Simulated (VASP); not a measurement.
# Sr (Im-3m) in VASP: notebook

The runs below take Sr through single point, with PBE.

Everything below comes from runs of VASP 6.6.1. Logs are shortened: lines on timing, memory, paths and dates and some standing lists are left out, and cuts for length are marked.

**1. Starting point**

It takes space group Im-3m (No. 229, cubic). The conventional cell has a = 4.756 Å, b = 4.756 Å, c = 4.756 Å, α = 90.00°, β = 90.00°, γ = 90.00°. Sr (site symmetry m-3m) has 8 Sr at 4.12 Å as nearest neighbours.

The cell was built by a generator and needn't be a form met in nature.

**2. Single point, PBE**

INCAR reads:

```
ALGO = Normal ; EDIFF = 1E-7
ENCUT = 520 ; GGA = PE
ISIF = 2 ; ISMEAR = 0
LASPH = True ; LCHARG = False
LREAL = False ; LWAVE = False
NBANDS = 11 ; NELM = 60
PREC = Accurate ; SIGMA = 0.05
```

KPOINTS reads:

```
k-points
0
Gamma
  12 12 12
```

POSCAR reads:

```
Sr
1.0
   -2.3780826802      2.3780826802      2.3780826802
    2.3780826802     -2.3780826802      2.3780826802
    2.3780826802      2.3780826802     -2.3780826802
Sr
1
Direct
    0.0000000000      0.0000000000      0.0000000000
```

Potentials or basis: VASP PAW PBE potentials, release 64 (Sr_sv).

Run with:

```
$ cat potpaw_PBE.64/Sr_sv/POTCAR > POTCAR
$ mpirun -np 1 vasp_std > vasp.out
```

OUTCAR:

```text
EDIFF = 1E-7
   ENCUT = 520
   GGA = PE
   ISIF = 2
   ISMEAR = 0
   LASPH = True
   LREAL = False
   NELM = 60
   PREC = Accurate

 ion  position               nearest neighbor table
   1  0.000  0.000  0.000-

  LATTYP: Found a body centered cubic cell.
 ALAT       =     4.7561653604

  Lattice vectors:

 A1 = (  -2.3780826802,   2.3780826802,   2.3780826802)
 A2 = (   2.3780826802,  -2.3780826802,   2.3780826802)
 A3 = (   2.3780826802,   2.3780826802,  -2.3780826802)

Analysis of symmetry for initial positions (statically):
=====================================================================
 Subroutine PRICEL returns:
 Original cell was already a primitive cell.

 Routine SETGRP: Setting up the symmetry group for a
 body centered cubic supercell.

 Subroutine GETGRP returns: Found 48 space group operations
 (whereof 48 operations were pure point group operations)
 out of a pool of 48 trial point group operations.

The static configuration has the point symmetry O_h .

Analysis of symmetry for dynamics (positions and initial velocities):
=====================================================================
 Subroutine PRICEL returns:
 Original cell was already a primitive cell.

 Routine SETGRP: Setting up the symmetry group for a
 body centered cubic supercell.

 Subroutine GETGRP returns: Found 48 space group operations
 (whereof 48 operations were pure point group operations)
 out of a pool of 48 trial point group operations.

The dynamic configuration has the point symmetry O_h .

 Subroutine INISYM returns: Found 48 space group operations
 (whereof 48 operations are pure point group operations),
 and found     1 'primitive' translations

----------------------------------------------------------------------------------------

                                     Primitive cell

  volume of cell :      53.7949

  direct lattice vectors                    reciprocal lattice vectors
    -2.378082680  2.378082680  2.378082680     0.000000000  0.210253413  0.210253413
     2.378082680 -2.378082680  2.378082680     0.210253413  0.000000000  0.210253413
     2.378082680  2.378082680 -2.378082680     0.210253413  0.210253413  0.000000000

  length of vectors
     4.118960027  4.118960027  4.118960027     0.297343228  0.297343228  0.297343228

  position of ions in fractional coordinates (direct lattice)
     0.000000000  0.000000000  0.000000000
[... 81 lines left out ...]
   NFREE  =      0    steps in history (QN), initial steepest desc. (CG)
   ISIF   =      2    stress and relaxation
   ISYM   =      2    0-nonsym 1-usesym 2-fastsym
   POTIM  = 0.5000    time-step for ionic-motion
   TEBEG  =    0.0;   TEEND  =   0.0 temperature during run
   PSTRESS=    0.0 pullay stress
   NELECT =      10.0000    total number of electrons
   NUPDOWN=      -1.0000    fix difference up-down
   EMIN   =  10.00;   EMAX   =-10.00  energy-range for DOS
   EFERMI =   0.00;   METHOD = LEGACY
   ISMEAR =     0;   SIGMA  =   0.05  broadening in eV -4-tet -1-fermi 0-gaus
   EFERMI_NEDOS =   21; number of points for ismear=-14 and -15
   IALGO  =     38    algorithm
   IMIX   =      4    mixing-type and parameters
     AMIX     =   0.40;   BMIX     =  1.00
     AMIX_MAG =   1.60;   BMIX_MAG =  1.00
  volume/ion in A,a.u.               =      53.79       363.03
  Fermi-wavevector in a.u.,A,eV,Ry     =   0.934318  1.765604 11.877198  0.872949
  Thomas-Fermi vector in A             =   2.061110
   LORBIT       =      0    0 simple, 1 ext, 2 COOP (PROOUT), +10 PAW based schemes
   GGA     = PE    functional components
   LHFCALC =     F    Hartree Fock is set to
   AEXX    =    0.0000 exact exchange contribution
   IVDW    =     0    specifies the selected vdW correction
   LEPSILON=     F    determine dielectric tensor
   LRPA    =     F    only Hartree local field effects (RPA)
 non-spin polarized calculation
 Gauss-broadening in eV      SIGMA  =   0.05
  energy-cutoff  :      520.00
  volume of cell :       53.79
 maximum number of plane-waves:      1481
   NGX = 15   NGY = 15   NGZ = 15

 number of electron      10.0000000 magnetization

 Free energy of the ion-electron system (eV)
  ---------------------------------------------------
  ext. energy  EPLUGINS =         0.00000000
  ---------------------------------------------------
  free energy    TOTEN  =        -1.63152761 eV

  energy without entropy =       -1.62962974  energy(sigma->0) =       -1.63057868

 E-fermi :   1.6740     XC(G=0):  -7.4143

 val. band max:        1.6637474954   @ k =  -0.4167   0.5000   0.3333
 cond. band min:       1.6790721182   @ k =   0.5000   0.5000   0.2500
 fundamental gap:      0.0153246227
 Fermi energy:         1.6740425516

 k-point     1 :       0.0000    0.0000    0.0000
  band No.  band energies     occupation
      1     -34.9074      2.00000
      2     -16.7897      2.00000
      3     -16.7897      2.00000
      4     -16.7897      2.00000
      5      -2.0121      2.00000
      6       4.0653      0.00000
      7       4.0653      0.00000
      8       4.0653      0.00000
      9       5.4106      0.00000
     10       5.4106      0.00000
     11       9.8186      0.00000
[... 309 lines left out ...]
 k-point    24 :       0.4167    0.0833    0.0833
  band No.  band energies     occupation
      1     -34.8902      2.00000
      2     -16.9888      2.00000
      3     -16.8693      2.00000
      4     -16.8037      2.00000
      5       0.8975      2.00000
      6       1.8976      0.00000
      7       2.6811      0.00000
      8       5.3412      0.00000
      9       5.9391      0.00000
     10       6.9651      0.00000
     11       7.3531      0.00000

 [... further k-points ...]

------------------------ aborting loop because EDIFF is reached ----------------------------------------

  FORCE on cell =-STRESS in cart. coord.  units (eV):
  Direction    XX          YY          ZZ          XY          YZ          ZX
  --------------------------------------------------------------------------------------
  -------------------------------------------------------------------------------------
  Total       -0.0033497     -0.0033497     -0.0033497     -0.0000000      0.0000000     -0.0000000
  in kB       -0.0997638     -0.0997638     -0.0997638     -0.0000000      0.0000000     -0.0000000
  external PRESSURE =      -0.0997638 kB  Pullay stress =       0.0000000 kB

 VOLUME and BASIS-vectors are now :
 -----------------------------------------------------------------------------
  energy-cutoff  :      520.00
  volume of cell :       53.79
      direct lattice vectors                 reciprocal lattice vectors
    -2.378082680  2.378082680  2.378082680     0.000000000  0.210253413  0.210253413
     2.378082680 -2.378082680  2.378082680     0.210253413  0.000000000  0.210253413
     2.378082680  2.378082680 -2.378082680     0.210253413  0.210253413  0.000000000

 POSITION                                       TOTAL-FORCE (eV/Angst)
 -----------------------------------------------------------------------------------
      0.00000      0.00000      0.00000        -0.000000      0.000000      0.000000
 -----------------------------------------------------------------------------------
    total drift:                                0.000000      0.000000     -0.000000

  FREE ENERGIE OF THE ION-ELECTRON SYSTEM (eV)
  ---------------------------------------------------
  free  energy   TOTEN  =        -1.6315276120 eV

  energy  without entropy=       -1.6296297411  energy(sigma->0) =       -1.63057868
```

Run time: 14 s. Hardware: 1 thread of Intel Xeon 6975P-C (Granite Rapids), shared host; peak memory 0.19 GiB.

What came out:

* Free energy: -1.6315 eV
* Pressure: 0.0 GPa
* Band gap on the k mesh: none (metal or under the smearing width)

**3. Single point, PBE**

This run uses another cell than the first one, of 55.96 Å³/atom, 1.040 times its volume.

INCAR reads:

```
  PREC = Accurate
  ENCUT = 520
  EDIFF = 1E-6
  ISMEAR = 0
  SIGMA = 0.05
  LREAL = False
  LASPH = True
  NELM = 100
  ALGO = Normal
  ISIF = 2
  LWAVE = False
  LCHARG = False
  GGA = PE
  NBANDS = 11
```

KPOINTS reads:

```
regular mesh
0
Gamma
  12 12 12
```

POSCAR reads:

```
Sr
1.0
   -2.4096277669      2.4096277669      2.4096277669
    2.4096277669     -2.4096277669      2.4096277669
    2.4096277669      2.4096277669     -2.4096277669
Sr
1
Direct
    0.0000000000      0.0000000000      0.0000000000
```

Potentials or basis: VASP PAW PBE potentials, release 64 (Sr_sv).

Run with:

```
$ cat potpaw_PBE.64/Sr_sv/POTCAR > POTCAR
$ mpirun -np 1 vasp_std > vasp.out
```

Run time: 23 s. Hardware: 1 thread of Intel Xeon 6975P-C (Granite Rapids), shared host; peak memory 0.19 GiB.

It converged, with:

```yaml
Free_energy: -1.6286 eV
Pressure: -0.4 GPa
Band_gap_on_the_k_mesh: none (metal or under the smearing width)
```

Levels at points of the mesh, in eV from the Fermi level:
| k point | band 3 | band 4 | band 5 | band 6 | band 7 | band 8 |
| --- | --- | --- | --- | --- | --- | --- |
| (0.00, 0.00, 0.00) | -18.56 | -18.56 | -3.64 | 2.33 | 2.33 | 2.33 |
| (0.50, 0.00, 0.00) | -18.62 | -18.56 | -1.02 | 0.17 | 1.19 | 3.44 |
| (0.50, 0.50, 0.50) | -18.70 | -18.70 | -0.14 | -0.14 | 3.52 | 3.52 |
